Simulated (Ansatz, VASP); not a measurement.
# Cross-check of Ga27HN27 (start site: H_i (antibonding, by N)) between VASP and Ansatz, part 2 of 2

Wanted: the spread between two codes on one cell, functional and k mesh. Of the first pair: The structure shown is the start of the Ansatz relaxation below; VASP solves that cell, so the two are compared at the walk's first step.

VASP 6.6.1 and Ansatz 0.2.0.

So far: The structure; Ansatz: relaxation, r2SCAN.

## 3. VASP: single point, r2SCAN, start cell, pair 1

Level of this step: r2SCAN; plane waves and PAW (Ga_d, N, H) (VASP).

The same cell, functional and mesh now go to VASP, with its own data sets.

Lines of VASP's logs that name or quote its potential files are left out, and so is its time.

Contents of INCAR:

```
SYSTEM = Ga27HN27
PREC = Accurate
ENCUT = 580
EDIFF = 1E-06
NELM = 120
ISMEAR = 0
SIGMA = 0.01
LREAL = Auto
ALGO = Normal
METAGGA = R2SCAN
LASPH = .TRUE.
NELECT = 488
NBANDS = 283
LORBIT = 11
LWAVE = .FALSE.
LCHARG = .FALSE.
ISIF = 2
ISYM = 0
GGA_COMPAT = .FALSE.
EFERMI = MIDGAP
LMIXTAU = .TRUE.
```

Contents of POSCAR:

```
Ga27HN27
1.0
    0.0000000000      6.8485001922      6.8485001922
    6.8485001922      0.0000000000      6.8485001922
    6.8485001922      6.8485001922      0.0000000000
Ga N H
27 27 1
Direct
    0.0062834196      0.9974286341      0.9977446157
    0.0051180549      0.9947955028      0.3332831913
    0.9997282617      0.9991668249      0.6621238042
    0.9995048551      0.3278076859      0.0044936846
    0.0017518434      0.3320437229      0.3281796652
    0.0047230049      0.3296167681      0.6690510873
    0.9964104549      0.6720938703      0.9969276485
    0.0058106153      0.6670607975      0.3304906091
    0.9984020589      0.6709383618      0.6691328570
    0.3361577623      0.0006787618      0.9938479231
    0.3336169871      0.9942371324      0.3376540754
    0.3392805629      0.9979992700      0.6664459184
    0.3322236893      0.3387365021      0.9952398337
    0.3303269236      0.3300924197      0.3391259305
    0.3333638659      0.3277021884      0.6677483203
    0.3311784239      0.6719471959      0.9956185297
    0.3312993993      0.6639602646      0.3317916239
    0.3270927849      0.6691944034      0.6677889861
    0.6680016605      0.0053629990      0.9962465504
    0.6667654044      0.9940373806      0.3367886304
    0.6713657547      0.9965298241      0.6690874456
    0.6649175545      0.3345907769      0.0051723734
    0.6683445092      0.3378058604      0.3278528783
    0.6613979518      0.3377936680      0.6654397127
    0.6633439253      0.6641905340      0.9997914872
    0.6719729679      0.6645933960      0.3289220905
    0.6627226944      0.6638668865      0.6719318640
    0.0817097882      0.0829518119      0.0794108907
    0.0884956535      0.0797816288      0.4183854011
    0.0825715827      0.0866551045      0.7443376443
    0.0881235282      0.4124465096      0.0855368305
    0.0814976979      0.4152631847      0.4229077782
    0.0801168117      0.4202692442      0.7536737760
    0.0822809351      0.7541972483      0.0779116573
    0.0884206006      0.7447666433      0.4168492984
    0.0894596602      0.7494116020      0.7474425577
    0.4143951114      0.0891917913      0.0834619236
    0.4168812032      0.0836406489      0.4112566140
    0.4167541681      0.0892570611      0.7472563125
    0.4107154736      0.4196571394      0.0863237181
    0.4126351640      0.4146998496      0.4169098226
    0.4198549930      0.4186272789      0.7510336359
    0.4168144732      0.7494943208      0.0783663554
    0.4148402453      0.7553422435      0.4121478310
    0.4192947243      0.7439821650      0.7502055714
    0.7451201514      0.0815884477      0.0851452849
    0.7500384545      0.0891635370      0.4147542411
    0.7545900350      0.0799780951      0.7462033813
    0.7559241228      0.4164058436      0.0815272665
    0.7485993073      0.4229465458      0.4142079901
    0.7466339865      0.4127427788      0.7536014974
    0.7507029796      0.7466831213      0.0802589596
    0.7543990443      0.7470803616      0.4194150426
    0.7488206696      0.7489687313      0.7560248747
    0.4606608617      0.4655254305      0.2852128123
```

Contents of KPOINTS:

```
Points of the shifted mesh
8
Reciprocal
 0.2500000000  0.2500000000  0.2500000000 1
 0.2500000000  0.2500000000  0.7500000000 1
 0.2500000000  0.7500000000  0.2500000000 1
 0.2500000000  0.7500000000  0.7500000000 1
 0.7500000000  0.2500000000  0.2500000000 1
 0.7500000000  0.2500000000  0.7500000000 1
 0.7500000000  0.7500000000  0.2500000000 1
 0.7500000000  0.7500000000  0.7500000000 1
```

PAW data sets: Ga_d, N and H (PBE family, release 64).

On the command line:

```sh
$ export OMP_NUM_THREADS=4
$ mpirun -np 1 vasp_std
```

Numbers of over 12 decimals in the logs are rounded to 6 here.

Log:

```text
[banner, memory and clock lines left out]
running    1 mpi-ranks, on    1 nodes
[...]
Offloading initialized ...    1 GPUs detected
[...]
|                                                                             |
|               ----> ADVICE to this user running VASP <----                  |
|                                                                             |
|     You enforced a specific xc type in the INCAR file but a different       |
|     [... a line on the potential file left out ...]
|     I HOPE YOU KNOW WHAT YOU ARE DOING!                                     |
|                                                                             |

 LDA part: xc-table for (None), standard interpolation
 POSCAR, INCAR and KPOINTS ok, starting setup
[...]
entering main loop
       N       E                     dE             d eps       ncg     rms          rms(c)
DAV:   1     0.968356498204E+04    0.96836E+04   -0.18961E+05  4616   0.349E+03
DAV:   2     0.197131337514E+04   -0.77123E+04   -0.73672E+04  4528   0.102E+03
DAV:   3    -0.321751740910E+03   -0.22931E+04   -0.21663E+04  5320   0.352E+02
DAV:   4    -0.669489804504E+03   -0.34774E+03   -0.33502E+03  5056   0.135E+02
DAV:   5    -0.716049683902E+03   -0.46560E+02   -0.46136E+02  7664   0.484E+01BRMIX: very serious problems
 the old and the new charge density differ
 old charge density:   487.00000 new  488.00000
    0.373E+01
DAV:   6    -0.576432948278E+03    0.13962E+03   -0.16052E+02  7040   0.639E+01    0.113E+01
DAV:   7    -0.580922109132E+03   -0.44892E+01   -0.43033E+01  5184   0.181E+01    0.934E+00
DAV:   8    -0.581341334744E+03   -0.41923E+00   -0.54095E+00  5328   0.319E+01    0.288E+00
DAV:   9    -0.581427066770E+03   -0.85732E-01   -0.16970E+00  5488   0.103E+01    0.162E+00
[...]
DAV:  21    -0.581371211645E+03   -0.93407E-06   -0.17429E-05  4560   0.160E-02    0.514E-03
DAV:  22    -0.581371209891E+03    0.17535E-05   -0.14472E-06  2720   0.507E-03    0.479E-03
DAV:  23    -0.581371209335E+03    0.55611E-06   -0.24915E-07  2720   0.565E-03
   1 F= -.58137121E+03 E0= -.58137121E+03  d E =0.000000E+00
```

From OUTCAR (step 3):

```text
  Total       -0.0592256     -0.5801510      0.0151168     -2.6605835      0.7221210      1.3969463
  in kB       -0.1477079     -1.4468889      0.0377010     -6.6354604      1.8009603      3.4839657
  external PRESSURE =      -0.5189653 kB  Pullay stress =       0.0000000 kB

 POSITION                                       TOTAL-FORCE (eV/Angst)
 -----------------------------------------------------------------------------------
     13.66394      6.87609      6.87392         0.273939     -1.374528     -0.379322
      9.09535      2.31754      6.84791         0.372193     -0.443819      0.221504
     11.37735     11.38119     13.68943         0.547492      0.521263      0.441218
      2.27577      6.87588      9.09010        -0.031269      0.130683      0.948463
      4.52154      2.25954      2.28600         0.704108      0.761459     -0.065965
      6.83938      4.61434      2.28973         0.647868     -0.760336     -0.334323
     11.43029     13.65138     11.42675        -0.372835      0.539007     -0.368397
      6.83173      2.30316      4.60816        -0.155162     -0.249444     -0.743851
      9.17748     11.42011     11.43248        -0.518136      0.113744     -0.426683
      6.81102      9.10854      2.30683         0.944710      0.505206      0.021196
      9.12146      4.59720      9.09381        -0.054114     -0.833486      1.007841
     11.39895      6.88772      9.15836        -0.178076     -0.805786     -0.412900
      9.13574      9.09113      4.59507         0.097858      0.878694     -0.323210
      4.58314      4.58475      4.52288        -1.504712     -1.708404     -1.961314
[...]
-----------------------------------------------------------------------------------
    total drift:                                0.009299      0.027546      0.029597

  FREE ENERGIE OF THE ION-ELECTRON SYSTEM (eV)
  ---------------------------------------------------
  free  energy   TOTEN  =      -581.3712093351 eV

  energy  without entropy=     -581.3712093351  energy(sigma->0) =     -581.37120934

[... 2 further parts left out ...]
```

The run ends at a pressure of -0.05 GPa, with forces up to 3.3 eV/Å.

## 4. Comparison

Known differences besides the potentials themselves: VASP keeps PBE cores, Ansatz makes them for the functional; fixed occupations in Ansatz, narrow Gaussian smearing in VASP; the cutoff is 500 eV in Ansatz and 580 eV in VASP (PREC = Accurate, projectors in real space). Total energies have different zeros and are not compared.

Forces on 9 of the 55 atoms, those with the largest forces and the largest differences (eV/Å; atoms numbered as in POSCAR):

| atom | Ansatz x, y, z | VASP x, y, z |
| --- | --- | --- |
| Ga1 | 0.270, -1.327, -0.371 | 0.274, -1.375, -0.379 |
| Ga14 | -1.485, -1.685, -1.951 | -1.505, -1.708, -1.961 |
| Ga15 | 2.137, 0.599, -0.114 | 2.163, 0.576, -0.089 |
| Ga17 | 2.437, -0.769, 1.957 | 2.457, -0.764, 1.988 |
| Ga23 | -0.803, 2.493, 0.739 | -0.799, 2.509, 0.757 |
| N41 | -0.281, 0.144, 0.440 | -0.239, 0.204, 0.397 |
| N42 | -0.463, -1.277, -0.520 | -0.470, -1.307, -0.528 |
| N44 | -0.869, 0.918, -0.885 | -0.891, 0.943, -0.903 |
| H55 | -0.613, -0.326, 0.302 | -0.648, -0.362, 0.342 |

The forces differ by 16 meV/Å r.m.s., which is 2.3 % of the r.m.s. force of 0.688 eV/Å (both taken over all components). The cell carries a charge of -1 e against a uniform background, so its pressure also hangs on how the neutralising background is counted, and in a defect's cell a gap may be the spacing between its levels.

## 5. Ansatz: relaxation, r2SCAN

This run makes the geometry at which the two programs are then compared.

The structure compared here is the end of the Ansatz relaxation.

This is the run of step 2 again, met here at its other cell.

## 6. VASP: single point, r2SCAN, relaxed atoms in a fixed cell, pair 2

The same cell, functional and mesh now go to VASP, with its own data sets.

INCAR is that of step 3.

Contents of POSCAR:

```
Ga27HN27
1.0
    0.0000000000      6.8485001900      6.8485001900
    6.8485001900      0.0000000000      6.8485001900
    6.8485001900      6.8485001900      0.0000000000
Ga N H
27 27 1
Direct
    0.9996123107      0.9991334481      0.0034394779
    0.9987659875      0.9982675187      0.3375045438
    0.9985745327      0.9980956997      0.6715977744
    0.0004450080      0.3315570302      0.0028870020
    0.9986555321      0.3317827413      0.3375491821
    0.0007343961      0.3322784531      0.6713788196
    0.9996244173      0.6641874659      0.0034422785
    0.9996539685      0.6652799006      0.3360527071
    0.0006874762      0.6620431733      0.6713539757
    0.3320503282      0.9999463656      0.0028888956
    0.3322703692      0.9981627958      0.3375481472
    0.3327548943      0.0002668675      0.6713767474
    0.3320106258      0.3315217643      0.0030159497
    0.3292711099      0.3287830188      0.3345231205
    0.3350303861      0.3346125513      0.6628690361
    0.3324866067      0.6673480384      0.9993768894
    0.3294175846      0.6730909067      0.3348700547
    0.3327793086      0.6620269684      0.6714431955
    0.6646703090      0.9991457666      0.0034402086
    0.6657614793      0.9991741357      0.3360509742
    0.6625137853      0.0002273573      0.6713456752
    0.6678275626      0.3320110028      0.9993677485
    0.6736412802      0.3289297152      0.3348069734
    0.6625033350      0.3323016271      0.6714378210
    0.6677383906      0.6672643077      0.9994134865
    0.6657929898      0.6653107896      0.3360809038
    0.6660115275      0.6655419609      0.6693478158
    0.0818115482      0.0813264399      0.0887117341
    0.0819750191      0.0814881114      0.4212983139
    0.0822964155      0.0818222798      0.7537739428
    0.0817770965      0.4145064592      0.0887559833
    0.0814424714      0.4154255839      0.4205517194
    0.0762911809      0.4153336660      0.7594468063
    0.0823654554      0.7488916833      0.0862211189
    0.0814648776      0.7488318941      0.4204861446
    0.0823110166      0.7484652034      0.7537588351
    0.4149917917      0.0812922246      0.0887553556
    0.4159066584      0.0809567655      0.4205525209
    0.4158018298      0.0758497293      0.7594315550
    0.4152872283      0.4148083600      0.0808110962
    0.4490620874      0.4485399905      0.3194838993
    0.4158544681      0.4153751159      0.7597434396
    0.4151208379      0.7556484188      0.0810155952
    0.4159507308      0.7487395604      0.4206164660
    0.4161477749      0.7499309783      0.7504970124
    0.7493703240      0.0818893350      0.0862206472
    0.7493238400      0.0809856495      0.4204794518
    0.7489437908      0.0818361755      0.7537554058
    0.7561465844      0.4146451642      0.0809903976
    0.7492269435      0.4154641532      0.4206089926
    0.7504004586      0.4156779565      0.7504893932
    0.7493740081      0.7488937513      0.0862497586
    0.7494894428      0.7490116334      0.4188228716
    0.7503579791      0.7498964657      0.7504756602
    0.4916794785      0.4911659465      0.1912769110
```

KPOINTS is that of step 3.

Log:

```text
[banner, memory and clock lines left out]
running    1 mpi-ranks, on    1 nodes
[...]
Offloading initialized ...    1 GPUs detected
[...]
[... a notice as in an earlier step ...]

 LDA part: xc-table for (None), standard interpolation
 POSCAR, INCAR and KPOINTS ok, starting setup
[...]
entering main loop
       N       E                     dE             d eps       ncg     rms          rms(c)
DAV:   1     0.965770139454E+04    0.96577E+04   -0.18964E+05  4640   0.349E+03
DAV:   2     0.197286004376E+04   -0.76848E+04   -0.73362E+04  4528   0.102E+03
DAV:   3    -0.318446722182E+03   -0.22913E+04   -0.21613E+04  5320   0.353E+02
DAV:   4    -0.670728345583E+03   -0.35228E+03   -0.34059E+03  5016   0.135E+02
DAV:   5    -0.717707017024E+03   -0.46979E+02   -0.46556E+02  7648   0.484E+01BRMIX: very serious problems
 the old and the new charge density differ
 old charge density:   487.00000 new  488.00000
    0.373E+01
DAV:   6    -0.578906584094E+03    0.13880E+03   -0.16312E+02  6968   0.614E+01    0.114E+01
DAV:   7    -0.583138849970E+03   -0.42323E+01   -0.40826E+01  5160   0.183E+01    0.933E+00
DAV:   8    -0.583557617471E+03   -0.41877E+00   -0.44194E+00  5392   0.232E+01    0.284E+00
DAV:   9    -0.583624205879E+03   -0.66588E-01   -0.15290E+00  5424   0.118E+01    0.114E+00
[...]
DAV:  19    -0.583640632614E+03   -0.11883E-05   -0.57880E-06  3712   0.419E-02    0.927E-03
DAV:  20    -0.583640635679E+03   -0.30646E-05   -0.16614E-05  5992   0.663E-02    0.555E-03
DAV:  21    -0.583640634924E+03    0.75521E-06   -0.79368E-06  4640   0.194E-02
   1 F= -.58364063E+03 E0= -.58364063E+03  d E =-.414483-129
```

From OUTCAR (step 6):

```text
  Total       -4.8851070     -4.8900499     -5.0070550      3.3729315     -3.4541496     -3.4697091
  in kB      -12.1833930    -12.1957205    -12.4875297      8.4120470     -8.6146040     -8.6534090
  external PRESSURE =     -12.2888811 kB  Pullay stress =       0.0000000 kB

 POSITION                                       TOTAL-FORCE (eV/Angst)
 -----------------------------------------------------------------------------------
      6.86612      6.86940     13.68841        -0.005512     -0.006341      0.009541
      9.14804      9.15145     13.67668         0.009358      0.013647      0.009269
     11.43490     11.43818     13.67420        -0.009487     -0.004061      0.010331
      2.29044      0.02282      2.27372         0.013691      0.012722      0.003091
      4.58392      9.15100      9.11151         0.002194      0.006160     -0.004848
      6.87355      4.60297      2.28064        -0.006465     -0.000470      0.006726
      4.57226      6.86950     11.39462        -0.008416      0.010221      0.006268
      6.85763      9.14759     11.40230        -0.012182      0.007760     -0.014926
      9.13177      4.60248      4.53871         0.004055     -0.008955      0.015861
      6.86792      2.29383      9.12218         0.019810      0.006504      0.003983
      9.14762      4.58725      9.11147         0.007627      0.002176     -0.008500
      4.59975      6.87680      2.28070         0.004773     -0.011632      0.006500
      2.29108      2.29443      4.54420         0.008387      0.002649     -0.009084
      4.54265      4.54599      4.50668        -0.009834     -0.002421     -0.016070
[...]
-----------------------------------------------------------------------------------
    total drift:                                0.030701      0.003150      0.153913

  FREE ENERGIE OF THE ION-ELECTRON SYSTEM (eV)
  ---------------------------------------------------
  free  energy   TOTEN  =      -583.6406349237 eV

  energy  without entropy=     -583.6406349237  energy(sigma->0) =     -583.64063492

[... 1 part as in an earlier step ...]

[... 1 further part left out ...]
```

The run ends at a pressure of -1.23 GPa, with forces up to 0.068 eV/Å.

## 7. Comparison

Both answers:

| quantity | Ansatz | VASP | difference |
| --- | --- | --- | --- |
| gap on the k mesh (eV) | 0.347 | 0.342 | +0.005 |

The largest component of a force difference here is 43 meV/Å. A gap on the mesh is an upper bound, since the band edges may lie between its points. The cell carries a charge of -1 e against a uniform background, so its pressure also hangs on how the neutralising background is counted, and in a defect's cell a gap may be the spacing between its levels.

## 8. Summary of results

```
r.m.s. force difference (single point, r2SCAN, start cell, pair 1)                            : 2.3 % of the r.m.s. force
difference in gap on the k mesh (single point, r2SCAN, relaxed atoms in a fixed cell, pair 2) : 0.0054 eV
r.m.s. force difference (single point, r2SCAN, relaxed atoms in a fixed cell, pair 2)         : 12 meV/Å
```

What this shows: The r.m.s. force difference is 12 meV/Å (single point, r2SCAN, relaxed atoms in a fixed cell, pair 2), at about the 12 meV/Å picked in this series as the mark of a large difference. How closely two codes agree says nothing of how well the functional describes the real material.

[Lines on the potential files, build, host, timing and source positions are cut from VASP's logs without a mark.]

[Logs are printed without paths, hosts, clocks, repeated set-up lines and the standing remarks that a program may print on its own settings, such as how far it seeks lower states.]

[Hosts, paths, dates, database ids (printed as entryN), source tags and the programs' standing remarks are cut or masked in the printed files.]
